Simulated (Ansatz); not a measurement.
PtS2 in Ansatz: the effect of Hubbard term

The system is PtS2.

```
Pt S
1.0
     3.54320    0.00000    0.00000
    -1.77160    3.06850    0.00000
     0.00000    0.00000    5.03880
Pt S
1 2
Direct
  0.00000 0.00000 0.00000
  0.66667 0.33333 0.77300
  0.33333 0.66667 0.22700
```

Alike in all runs:

| Item | Value |
| --- | --- |
| Program | Ansatz 0.2.0 |
| Task | projected density of states |
| Functional | PBEsol |
| Potentials or basis | Ansatz PAW |
| Cutoff | 420 eV (not typed: the program's choice for these potentials) |
| k mesh | 9 × 9 × 5 |
| Occupations | fermi-dirac, width 0.05 eV |
| Spin | no spin polarisation |
| Hubbard projectors | ortho-atomic (the default) |
| Double counting | fll (the default) |

```csv
Hubbard term,gap on the mesh (eV),pressure (GPa),largest force (eV/Å)
none,?,?,?
Pt d U = 1 eV,0.95,6.5,0.98
Pt d U = 2 eV,0.94,6.6,1.00
Pt d U = 3 eV,0.91,6.8,1.03
Pt d U = 4 eV,0.88,6.9,1.06
Pt d U = 5 eV,0.85,7.1,1.08
Pt d U = 6 eV,0.82,7.2,1.10
Pt d U = 8 eV,0.75,7.6,1.15
```

Problem. What does the run with Hubbard term none give?

Solution. gap on the mesh 0.95 eV; pressure 6.4 GPa; largest force 0.95 eV/Å.

Worked out: A parabola through the other rows of the gap on the mesh, of slope -0.0179 eV per eV there, extrapolates to 0.97 eV, against the run's 0.95. A straight line through the other rows of the pressure, of slope 0.156 GPa per eV, extrapolates to 6.3 GPa, against the run's 6.4. A straight line through the other rows of the largest force, of slope 0.0245 eV/Å per eV, extrapolates to 0.96 eV/Å, against the run's 0.95.

Caveats: odd divisions of the mesh miss points on the zone boundary, where band edges often lie, so the gap on the mesh can be too wide; spin-orbit coupling is left out, which moves the levels of the heavy elements; the PAW data sets come from PBE, with cores solved anew for the run's functional, which leaves a small shift of forces and pressure; forces of over 1 eV/Å show positions far from the minimum, so gaps and moduli don't describe the material at rest (some runs).

A k mesh can miss the band edges.
